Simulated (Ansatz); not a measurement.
# Ge3N4: the cell at several levels of theory, part 2 of 2

Ansatz 0.2.0, plane waves. The steps go on from the part before.

## (4) Relaxation with PBEsol

The cell of step 2 is the starting point.

Input file input.yaml:

```yaml
crystal:
  lattice:
    - [0.0, 4.156850392, 4.156850392]
    - [4.156850392, 0.0, 4.156850392]
    - [4.156850392, 4.156850392, 0.0]
  atoms:
    - { symbol: Ge, position: [0.625, 0.625, 0.625] }
    - { symbol: Ge, position: [0.125, 0.625, 0.625] }
    - { symbol: Ge, position: [0.625, 0.625, 0.125] }
    - { symbol: Ge, position: [0.625, 0.125, 0.625] }
    - { symbol: Ge, position: [0.0, 0.0, 0.0] }
    - { symbol: Ge, position: [0.25, 0.25, 0.25] }
    - { symbol: "N", position: [0.3832420151, 0.8502739548, 0.3832420151] }
    - { symbol: "N", position: [0.8667579849, 0.8667579849, 0.3997260452] }
    - { symbol: "N", position: [0.8667579849, 0.8667579849, 0.8667579849] }
    - { symbol: "N", position: [0.3997260452, 0.8667579849, 0.8667579849] }
    - { symbol: "N", position: [0.3832420151, 0.3832420151, 0.3832420151] }
    - { symbol: "N", position: [0.8502739548, 0.3832420151, 0.3832420151] }
    - { symbol: "N", position: [0.8667579849, 0.3997260452, 0.8667579849] }
    - { symbol: "N", position: [0.3832420151, 0.3832420151, 0.8502739548] }
kpoints:
  mp_grid: { grid: [6, 6, 6] }
hamiltonian:
  xc: pbesol
scf:
  occupations: { method: fermi_dirac, width: 0.02 }
relax:
  f_tol: 0.005
  cell: {}
output:
  write_density: true
  write_potential: true
  elf: true
  volumetric_format: npy
```

What it wrote:

```text
Engine: ansatz 0.2.0, x86_64-unknown-linux-gnu
Pseudopotentials: kind: paw
Pseudopotential: Ge, paw, valence charge 14, recommended cutoff 420 eV (normal), Ge.paw.azcp
Pseudopotential: N, paw, valence charge 5, recommended cutoff 420 eV (normal), N.paw.azcp
Functional definition: PBEsol
  exchange = pbesol_x
  correlation = pbesol_c
Crystal: 14 atoms, lattice volume = 143.656 Å³
Basis set: ecut = 420 eV, 2741 PW (Γ), exchange–correlation on 80×80×80 points (8 copies of the dense FFT grid, shifted against one another)
Bands: 76, of which v1, the nominal top of the filled ones, is band 62 counted from 1 (61 counted from 0)
Symmetry: 48 space group operations
Space group: Fd-3m (ITA 227), of the structure as read, at distance tolerance 5.2e-5 Å
k-points: 16 of 216
Non-local potential: Ge, projectors of the file, l = 0: 2, l = 1: 2, l = 2: 3, l = 3: 1
Non-local potential: N, projectors of the file, l = 0: 2, l = 1: 2, l = 2: 1
PAW form: soft (Blöchl's): semilocal exchange-correlation on the pseudo side does not see the compensation charge
PAW frozen core: Ge, regenerated for the run's functional, and the local potential with it (the file was generated under x = pbe(κ = 0.804, μ = 0.2195149727645171), c = pbe(β = 0.06672455060314922))
PAW frozen core: N, regenerated for the run's functional, and the local potential with it (the file was generated under x = pbe(κ = 0.804, μ = 0.2195149727645171), c = pbe(β = 0.06672455060314922))
PAW one-centre angular grid: Ge, 590 points (default); XC on 64 Gauss nodes
PAW one-centre angular grid: N, 110 points (default); XC on 64 Gauss nodes
Initial density: superposition of atomic densities (neutral atoms: chi_scale 0, normalization atom), corrected by the library's trained network
Initial wavefunctions: pseudopotential atomic-orbital guess
Functional: x = pbesol(κ = 0.804, μ = 0.12345679012345678), c = pbesol(β = 0.046)
SCF iter   1: F=—  HF=-28550.201022 eV  |F-HF|=—  |Δ(HF+E_count)|=         —  Δρ=1.19e-2  dr2=1.90e-1  ethr=1.77e-3  ⟨swp⟩=6.8  Hψ=4649  notcnv=0  defer=14
preconditioner: auto → Resta (q_TF=auto, 2.662 Å⁻¹)  ε∞=3.6  [insulator: Δε(μ)=1.809 eV  Ē_g=21.272 eV  σ=0.020 eV  W_gap=1.00  n_scr=58 (ndim 8)  ℏωp=34.5 eV  f_vac=0.000  D(μ)=0.00/eV (n_scr^D=0)  ε∞_Penn≈3.6]
SCF iter   2: F=—  HF=-28550.140549 eV  |F-HF|=—  |Δ(HF+E_count)|=   6.05e-2  Δρ=2.04e-3  dr2=4.55e-3  ethr=1.54e-4  ⟨swp⟩=2.1  Hψ=1885  notcnv=0  defer=119
SCF iter   3: F=—  HF=-28550.139394 eV  |F-HF|=—  |Δ(HF+E_count)|=   1.16e-3  Δρ=8.99e-4  dr2=7.99e-4  ethr=3.67e-6  ⟨swp⟩=2.0  Hψ=1963  notcnv=0  defer=119
SCF iter   4: F=—  HF=-28550.139463 eV  |F-HF|=—  |Δ(HF+E_count)|=   6.95e-5  Δρ=3.97e-4  dr2=1.60e-4  ethr=6.44e-7  ⟨swp⟩=2.9  Hψ=2259  notcnv=0  defer=119
SCF iter   5: F=—  HF=-28550.139307 eV  |F-HF|=—  |Δ(HF+E_count)|=   1.56e-4  Δρ=6.17e-5  dr2=5.31e-6  ethr=1.29e-7  ⟨swp⟩=3.0  Hψ=2093  notcnv=0  defer=119
SCF iter   6: F=—  HF=-28550.139465 eV  |F-HF|=—  |Δ(HF+E_count)|=   1.58e-4  Δρ=1.40e-5  dr2=1.68e-7  ethr=4.28e-9  ⟨swp⟩=2.1  Hψ=1509  notcnv=0  defer=119
SCF iter   7: F=-28550.139465 eV  HF=-28550.139465 eV  |F-HF|=4.56e-8  |Δ(HF+E_count)|=   1.56e-7  Δρ=3.49e-6  dr2=1.49e-8  ethr=8.06e-11  ⟨swp⟩=7.4  Hψ=8687  notcnv=0
SCF 1 converged in 7 iterations: F = -28550.139465 eV  dr2 = 1.49e-8
relax step   1: F+E_penalty+E_count = -28550.13946513 eV  Δ(F+E_penalty+E_count) = +0.000e0 eV  max|allowed force component| = 3.585e-2 eV/Å  Δτ_max = 0.0000 Å  P = -6.558 GPa  Ω = 143.656 Å³  (7 SCF iters, dr2 threshold 1.00e-7 eV, accepted)
Crystal: 14 atoms, lattice volume = 141.039 Å³
Basis set: ecut = 420 eV, 2733 PW (Γ), exchange–correlation on 80×80×80 points (8 copies of the dense FFT grid, shifted against one another)
Initial density: handed on by an earlier stage of this run
Initial wavefunctions: those handed on with the density
iter 1 solved again at ethr=2.04e-5 eV; its pass at ethr=3.10e-3 eV (dr2=2.53e-2 eV) is discarded
SCF iter   1: F=—  HF=-28550.230716 eV  |F-HF|=—  |Δ(HF+E_count)|=         —  Δρ=4.25e-3  dr2=2.57e-2  ethr=2.04e-5  ⟨swp⟩=2.8  Hψ=4919  notcnv=0
preconditioner: auto → Resta (q_TF=auto, 2.670 Å⁻¹)  ε∞=3.6  [insulator: Δε(μ)=2.113 eV  Ē_g=21.441 eV  σ=0.020 eV  W_gap=1.00  n_scr=58 (ndim 8)  ℏωp=34.8 eV  f_vac=0.000  D(μ)=0.00/eV (n_scr^D=0)  ε∞_Penn≈3.6]
SCF iter   2: F=—  HF=-28550.223612 eV  |F-HF|=—  |Δ(HF+E_count)|=   7.10e-3  Δρ=9.75e-4  dr2=1.21e-3  ethr=2.04e-5  ⟨swp⟩=2.0  Hψ=1875  notcnv=0
SCF iter   3: F=—  HF=-28550.223576 eV  |F-HF|=—  |Δ(HF+E_count)|=   3.53e-5  Δρ=4.85e-4  dr2=2.76e-4  ethr=9.75e-7  ⟨swp⟩=2.1  Hψ=2210  notcnv=0
SCF iter   4: F=—  HF=-28550.223592 eV  |F-HF|=—  |Δ(HF+E_count)|=   1.58e-5  Δρ=1.28e-4  dr2=2.09e-5  ethr=2.23e-7  ⟨swp⟩=2.9  Hψ=2236  notcnv=0
SCF iter   5: F=—  HF=-28550.223577 eV  |F-HF|=—  |Δ(HF+E_count)|=   1.53e-5  Δρ=3.70e-5  dr2=1.42e-6  ethr=1.69e-8  ⟨swp⟩=2.0  Hψ=2171  notcnv=0
SCF iter   6: F=-28550.223578 eV  HF=-28550.223578 eV  |F-HF|=2.55e-8  |Δ(HF+E_count)|=   1.40e-6  Δρ=6.53e-6  dr2=3.52e-8  ethr=1.13e-9  ⟨swp⟩=8.0  Hψ=8990  notcnv=0
SCF 2 converged in 6 iterations: F = -28550.223578 eV  dr2 = 3.52e-8
relax step   2: F+E_penalty+E_count = -28550.22357812 eV  Δ(F+E_penalty+E_count) = -8.411e-2 eV  max|allowed force component| = 7.381e-3 eV/Å  Δτ_max = 0.0000 Å  P = -2.493 GPa  Ω = 141.039 Å³  energy of the carried Pulay correction = +9.656e-3 eV  (6 SCF iters, dr2 threshold 1.40e-6 eV, accepted)
Crystal: 14 atoms, lattice volume = 139.441 Å³
iter 1 solved again at ethr=8.31e-6 eV; its pass at ethr=3.10e-3 eV (dr2=1.03e-2 eV) is discarded
SCF iter   1: F=—  HF=-28550.244312 eV  |F-HF|=—  |Δ(HF+E_count)|=         —  Δρ=2.71e-3  dr2=1.02e-2  ethr=8.31e-6  ⟨swp⟩=2.8  Hψ=4007  notcnv=0
preconditioner: auto → Resta (q_TF=auto, 2.675 Å⁻¹)  ε∞=3.6  [insulator: Δε(μ)=2.164 eV  Ē_g=21.540 eV  σ=0.020 eV  W_gap=1.00  n_scr=58 (ndim 8)  ℏωp=35.0 eV  f_vac=0.000  D(μ)=0.00/eV (n_scr^D=0)  ε∞_Penn≈3.6]
SCF iter   2: F=—  HF=-28550.241502 eV  |F-HF|=—  |Δ(HF+E_count)|=   2.81e-3  Δρ=6.04e-4  dr2=4.56e-4  ethr=8.19e-6  ⟨swp⟩=2.0  Hψ=1859  notcnv=0  defer=9
SCF iter   3: F=—  HF=-28550.241555 eV  |F-HF|=—  |Δ(HF+E_count)|=   5.33e-5  Δρ=3.04e-4  dr2=1.06e-4  ethr=3.68e-7  ⟨swp⟩=2.0  Hψ=2199  notcnv=0  defer=9
SCF iter   4: F=—  HF=-28550.241565 eV  |F-HF|=—  |Δ(HF+E_count)|=   9.74e-6  Δρ=7.81e-5  dr2=7.57e-6  ethr=8.53e-8  ⟨swp⟩=2.0  Hψ=2199  notcnv=0  defer=9
SCF iter   5: F=-28550.241559 eV  HF=-28550.241558 eV  |F-HF|=5.25e-7  |Δ(HF+E_count)|=   6.24e-6  Δρ=2.34e-5  dr2=5.23e-7  ethr=1.13e-9  ⟨swp⟩=8.1  Hψ=9494  notcnv=0
SCF 3 converged in 5 iterations: F = -28550.241559 eV  dr2 = 5.23e-7
relax step   3: F+E_penalty+E_count = -28550.24155896 eV  Δ(F+E_penalty+E_count) = -1.798e-2 eV  max|allowed force component| = 4.253e-4 eV/Å  Δτ_max = 0.0018 Å  P = +0.134 GPa  Ω = 139.441 Å³  energy of the carried Pulay correction = +1.564e-2 eV  (5 SCF iters, dr2 threshold 1.40e-6 eV, accepted)
[... 8 lines left out ...]
relax step   4: F+E_penalty+E_count = -28550.24129125 eV  Δ(F+E_penalty+E_count) = +2.677e-4 eV  max|allowed force component| = 4.717e-5 eV/Å  Δτ_max = 0.0000 Å  P = -0.002 GPa  Ω = 139.521 Å³  energy of the carried Pulay correction = +1.534e-2 eV  (4 SCF iters, dr2 threshold 4.51e-8 eV, accepted)
[... 10 lines left out ...]
relax step   5: F+E_penalty+E_count = -28550.22798569 eV  Δ(F+E_penalty+E_count) = +1.331e-2 eV  max|allowed force component| = 3.167e-4 eV/Å  Δτ_max = 0.0000 Å  P = -0.151 GPa  Ω = 139.521 Å³  stress off target by 1.51e-1 GPa  SCF on the basis re-selected at this cell (its energy is not comparable with the rows above)  (6 SCF iters)
[... 9 lines left out ...]
relax step   6: F+E_penalty+E_count = -28550.22836213 eV  Δ(F+E_penalty+E_count) = -3.764e-4 eV  max|allowed force component| = 1.339e-5 eV/Å  Δτ_max = 0.0001 Å  P = +0.000 GPa  Ω = 139.431 Å³  energy of the carried Pulay correction = +3.339e-4 eV  (4 SCF iters, dr2 threshold 5.72e-8 eV, accepted)
iter 1 solved again at ethr=8.30e-8 eV; its pass at ethr=3.10e-3 eV (dr2=1.03e-4 eV) is discarded
SCF iter   1: F=—  HF=-28550.228220 eV  |F-HF|=—  |Δ(HF+E_count)|=         —  Δρ=4.21e-6  dr2=2.35e-8  ethr=8.30e-8  ⟨swp⟩=3.4  Hψ=7752  notcnv=0
eigensolver tolerance schedule: the retry pair's looser diagonalisation over-reported the residual by 4369.30 of it (diagonalisation noise at 0.13 of the residual, at the tolerance the schedule requests for it); recorded, not acted on — ethr = c·dr2/N_el stays at c = 1.0e-1
preconditioner: auto → Resta (q_TF=auto, 2.675 Å⁻¹)  ε∞=3.6  [insulator: Δε(μ)=2.136 eV  Ē_g=21.538 eV  σ=0.020 eV  W_gap=1.00  n_scr=58 (ndim 8)  ℏωp=35.0 eV  f_vac=0.000  D(μ)=0.00/eV (n_scr^D=0)  ε∞_Penn≈3.6]
SCF iter   2: F=—  HF=-28550.228362 eV  |F-HF|=—  |Δ(HF+E_count)|=   1.42e-4  Δρ=1.90e-6  dr2=6.42e-9  ethr=1.90e-11  ⟨swp⟩=2.9  Hψ=2383  notcnv=0
SCF iter   3: F=—  HF=-28550.228362 eV  |F-HF|=—  |Δ(HF+E_count)|=  5.42e-10  Δρ=1.09e-6  dr2=1.87e-9  ethr=5.17e-12  ⟨swp⟩=2.4  Hψ=1721  notcnv=0
SCF iter   4: F=—  HF=-28550.228362 eV  |F-HF|=—  |Δ(HF+E_count)|=  7.42e-10  Δρ=3.09e-7  dr2=1.66e-10  ethr=1.51e-12  ⟨swp⟩=3.0  Hψ=2301  notcnv=0
SCF iter   5: F=-28550.228362 eV  HF=-28550.228362 eV  |F-HF|=0.00e0  |Δ(HF+E_count)|=  5.46e-11  Δρ=5.12e-8  dr2=2.23e-12  ethr=1.00e-12  ⟨swp⟩=7.0  Hψ=5253  notcnv=0
SCF 7 converged in 5 iterations: F = -28550.228362 eV  dr2 = 2.23e-12
relax step   7: F+E_penalty+E_count = -28550.22836216 eV  Δ(F+E_penalty+E_count) = -3.014e-8 eV  max|allowed force component| = 2.345e-5 eV/Å  Δτ_max = 0.0000 Å  P = -0.002 GPa  Ω = 139.431 Å³  stress off target by 1.63e-3 GPa  SCF on the basis re-selected at this cell (its energy is not comparable with the rows above)  (5 SCF iters)
basis re-selected at this cell: Δ(F+E_penalty+E_count) = -3.014e-8 eV, ΔP = -0.002 GPa vs the last step (what re-selecting the basis moved, of the pressure what is left beyond the Pulay correction that the steps carried, after the strain that the cell walked since its last selection, with what the two solves' SCF thresholds leave and, on support functions, any second-order correction that the steps lacked; it is no measure of the basis error at this ecutwfc). This SCF's stress stands 1.63e-3 GPa from its target on what of the cell is left free (relax.cell.stress_tol is 5.00e-2 GPa) and its largest allowed force component is 2.34e-5 eV/Å (relax.f_tol is 5.00e-3 eV/Å): within both
SCF converged after 5 iterations
Free energy (F): -28550.228362 eV
Harris-Foulkes:  -28550.228362 eV  (|F-HF|=0.00e0)
Internal energy: -28550.228362 eV  (E = F + TS)
E sigma→0 (E₀):  -28550.228362 eV
Fermi energy:    12.999093 eV
--- Per-component energies (eV) ---
  E_band       = -381.075894
  E_kinetic    = 1729.490437
  E_local      = -13899.828252  (includes V_loc(G=0)·N_el)
  E_nonlocal   = 2919.591729
  E_hartree    = 5977.854293
  E_xc         = -927.689658
  E_vxc        = -1000.611243  (∫ρ·V_xc dr)
  E_paw        = -12886.276934  (= ΣΔE_a)
  E_vpaw       = -2085.430518  (= ΣTr[D̂ρ^β])
  E_aug_tail   = 0.003288  (compensation charges beyond the density's cutoff)
  E_ewald      = -11469.105673
  E_core_change = 5.732408  (= ΣΔE_core)
  E_smearing   = -0.000000  (= −TS)
  E_closure    = -0.000000  (closes the sum)
  Σ components = -28550.228362   (vs F -28550.228362, Δ=0.00e0)
--- Forces (eV/Å), atoms counted from 1 ---
  atom   1  Ge     0.00000000    -0.00000000     0.00000000
  atom   2  Ge     0.00000000     0.00000000    -0.00000000
  atom   3  Ge     0.00000000     0.00000000     0.00000000
  atom   4  Ge     0.00000000    -0.00000000     0.00000000
  atom   5  Ge     0.00000000     0.00000000     0.00000000
  atom   6  Ge    -0.00000000    -0.00000000    -0.00000000
  atom   7  N      0.00002345    -0.00002345     0.00002345
  atom   8  N     -0.00002345    -0.00002345     0.00002345
  atom   9  N      0.00002345     0.00002345     0.00002345
  atom  10  N      0.00002345    -0.00002345    -0.00002345
  atom  11  N     -0.00002345    -0.00002345    -0.00002345
  atom  12  N     -0.00002345     0.00002345     0.00002345
  atom  13  N     -0.00002345     0.00002345    -0.00002345
  atom  14  N      0.00002345     0.00002345    -0.00002345
  max |Σ_I F_I| component: 3.24e-17 eV/Å
--- Stress (GPa, compression-positive) ---
       -0.001633      -0.000000      -0.000000
       -0.000000      -0.001633      -0.000000
       -0.000000      -0.000000      -0.001633
  P = ⅓ Tr σ = -0.0016 GPa (-0.016 kbar)
--- Band table (eV; the first three rows and the last of 16) ---
  k-point 0: bands = ["-12.3783", "-12.3783", "-12.3783", "-12.3663", "-12.3663", "-12.3663", "-12.2820", "-12.2820", "-12.2745", "-12.2745", "-12.0306", "-12.0306", "-12.0306", "-11.9600", "-11.9047", "-11.9047", "-11.8024", "-11.8024", "-11.8024", "-11.7985", "-11.7985", "-11.7985", "-11.7685", "-11.7685", "-11.7685", "-11.7529", "-11.7529", "-11.7032", "-11.7032", "-11.7032", "-6.2932", "-3.3529", "-2.2909", "-2.2909", "-2.2909", "-1.2097", "-1.2097", "-1.2097", "1.2297", "2.2283", "3.0139", "3.0139", "3.0139", "5.2803", "5.2803", "7.7577", "7.7577", "7.7577", "9.3710", "9.3710", "9.3710", "10.3201", "10.3201", "10.3201", "11.4559", "11.4559", "11.4559", "11.6012", "11.6012", "11.9049", "11.9049", "11.9049", "14.0433", "14.0433", "14.0433", "14.1411", "14.7086", "17.1579", "18.0978", "18.0978", "18.0978", "20.2456", "20.2456", "20.2456", "20.6161", "20.6161"]
  k-point 1: bands = ["-12.3775", "-12.3775", "-12.3749", "-12.3693", "-12.3671", "-12.3671", "-12.2818", "-12.2818", "-12.2748", "-12.2748", "-12.0300", "-12.0185", "-12.0185", "-11.9514", "-11.9028", "-11.9028", "-11.8109", "-11.8109", "-11.8025", "-11.8023", "-11.7963", "-11.7963", "-11.7742", "-11.7682", "-11.7682", "-11.7550", "-11.7550", "-11.7102", "-11.7102", "-11.7032", "-6.1556", "-3.4806", "-2.6238", "-2.2500", "-2.2500", "-1.3865", "-1.3169", "-1.3169", "1.5819", "2.6246", "3.1720", "3.1720", "3.4922", "5.5087", "5.5087", "7.2625", "7.6975", "7.6975", "9.0170", "9.0170", "9.4451", "9.6650", "10.2893", "10.2893", "10.5931", "11.1675", "11.1675", "11.4569", "11.4569", "11.7726", "11.8112", "11.8112", "14.3365", "14.5298", "14.5298", "14.8944", "15.2483", "17.4668", "18.3559", "18.5371", "18.5371", "19.6084", "20.2031", "20.2031", "20.7300", "20.7300"]
  k-point 2: bands = ["-12.3757", "-12.3757", "-12.3753", "-12.3688", "-12.3688", "-12.3677", "-12.2814", "-12.2814", "-12.2754", "-12.2754", "-12.0295", "-11.9885", "-11.9885", "-11.9287", "-11.8997", "-11.8997", "-11.8346", "-11.8346", "-11.8191", "-11.8026", "-11.7913", "-11.7913", "-11.7812", "-11.7662", "-11.7662", "-11.7579", "-11.7579", "-11.7258", "-11.7258", "-11.7033", "-5.7620", "-4.1040", "-2.8137", "-2.1248", "-2.1248", "-1.7589", "-1.5695", "-1.5695", "2.2371", "3.3789", "3.5779", "3.5779", "4.7257", "5.8454", "5.8454", "6.5297", "7.5535", "7.5535", "8.1659", "8.7965", "8.7965", "9.1127", "9.6199", "9.8236", "9.8236", "10.4593", "10.4593", "11.2579", "11.2579", "11.4855", "11.8193", "11.8193", "14.9868", "15.6370", "15.6370", "15.8547", "16.1977", "17.7106", "18.3594", "18.3594", "19.0486", "19.2940", "20.2854", "20.2854", "21.0935", "21.0935"]
  k-point 15: bands = ["-12.3778", "-12.3778", "-12.3724", "-12.3724", "-12.3650", "-12.3650", "-12.2785", "-12.2785", "-12.2783", "-12.2783", "-11.9795", "-11.9795", "-11.9403", "-11.9403", "-11.8829", "-11.8829", "-11.8653", "-11.8653", "-11.8280", "-11.8280", "-11.7878", "-11.7878", "-11.7803", "-11.7803", "-11.7615", "-11.7615", "-11.7464", "-11.7464", "-11.7276", "-11.7276", "-4.6767", "-4.6767", "-3.4704", "-3.4704", "-1.9728", "-1.9728", "-1.2319", "-1.2319", "3.5141", "3.5141", "5.0041", "5.0041", "5.3411", "5.3411", "6.6178", "6.6178", "6.9754", "6.9754", "7.6226", "7.6226", "8.4575", "8.4575", "8.6875", "8.6875", "9.8665", "9.8665", "10.4020", "10.4020", "10.5820", "10.5820", "11.5723", "11.5723", "17.0907", "17.0907", "17.5882", "17.5882", "17.9876", "17.9876", "18.0993", "18.0993", "19.6939", "19.6939", "20.7565", "20.7565", "20.9882", "20.9882"]
--- Relaxed structure (5 steps of the walk, 5 accepted, 2 SCFs on fresh bases) ---
  F+E_penalty+E_count = -28550.22836216 eV   max|allowed force component| = 2.345e-5 eV/Å   (the final SCF, on the basis selected at the relaxed cell)
  cell:  # Å, volume = 139.4310 Å³
    - [-9.713103330711784e-35, 4.115694330791269, 4.115694330791269]
    - [4.115694330791269, 4.5699168313036886e-34, 4.115694330791269]
    - [4.115694330791269, 4.115694330791269, 1.847072361924651e-34]
  atoms:
    - { symbol: Ge, position: [0.625, 0.625, 0.625] }
    - { symbol: Ge, position: [0.125, 0.625, 0.625] }
    - { symbol: Ge, position: [0.625, 0.625, 0.125] }
    - { symbol: Ge, position: [0.625, 0.125, 0.625] }
    - { symbol: Ge, position: [-2.619873842107663e-22, -4.948650590647387e-22, 4.337346694155765e-21] }
    - { symbol: Ge, position: [0.25, 0.25, 0.25] }
    - { symbol: N, position: [0.38311382962488233, 0.8506585111253528, 0.3831138296248824] }
    - { symbol: N, position: [0.8668861703751177, 0.8668861703751177, 0.3993414888746468] }
    - { symbol: N, position: [0.8668861703751177, 0.8668861703751177, 0.8668861703751177] }
    - { symbol: N, position: [0.3993414888746468, 0.8668861703751177, 0.8668861703751177] }
    - { symbol: N, position: [0.38311382962488233, 0.38311382962488233, 0.38311382962488233] }
    - { symbol: N, position: [0.8506585111253528, 0.38311382962488233, 0.3831138296248824] }
    - { symbol: N, position: [0.8668861703751177, 0.3993414888746468, 0.8668861703751177] }
    - { symbol: N, position: [0.38311382962488233, 0.38311382962488233, 0.8506585111253528] }
```

Run time: 10 s. Hardware: 1 × NVIDIA H100 80GB HBM3 with 2 threads of AMD EPYC 7R13 (Zen 3), shared host; peak host memory 1.3 GiB.

Ionic steps:

```
step  energy change (meV/atom)  largest force (eV/Å)  pressure (GPa)  volume (Å³/atom)
   1                       0.0                0.0359           -6.56            10.261
   2                      -6.0                0.0074           -2.49            10.074
   3                      -7.3                0.0004            0.13             9.960
   4                      -7.3                0.0000            0.00             9.966
   5                      -6.3                0.0003           -0.15             9.966
   6                      -6.3                0.0000            0.00             9.959
   7                      -6.3                0.0000            0.00             9.959
```

Step 5 solves the same cell on a plane-wave basis chosen anew, so the energy can jump there without a move.

The table lists every geometry solved, with passes on a fresh basis, whose energies don't compare exactly with the rows above.

```
                       before  after   change
                a (Å)   8.314  8.231  -0.99 %
     volume (Å³/atom)  10.261  9.959  -2.94 %
shortest distance (Å)   1.919  1.898  -1.09 %
          space group   Fd-3m  Fd-3m     same
```

## (5) The cells side by side

What follows sums up all 2 parts.

```
 level  a (Å)  volume (Å³/atom)  space group  SCF geometries
   PBE  8.314            10.261        Fd-3m               4
r2SCAN  8.215             9.902        Fd-3m               5
PBEsol  8.231             9.959        Fd-3m               7
```

The first relaxation changed the volume by +0.1 % from the start. The volume runs from r2SCAN (least) to PBE (most), a spread of 3.6 %, or 1.2 % in length if all axes shared it alike.
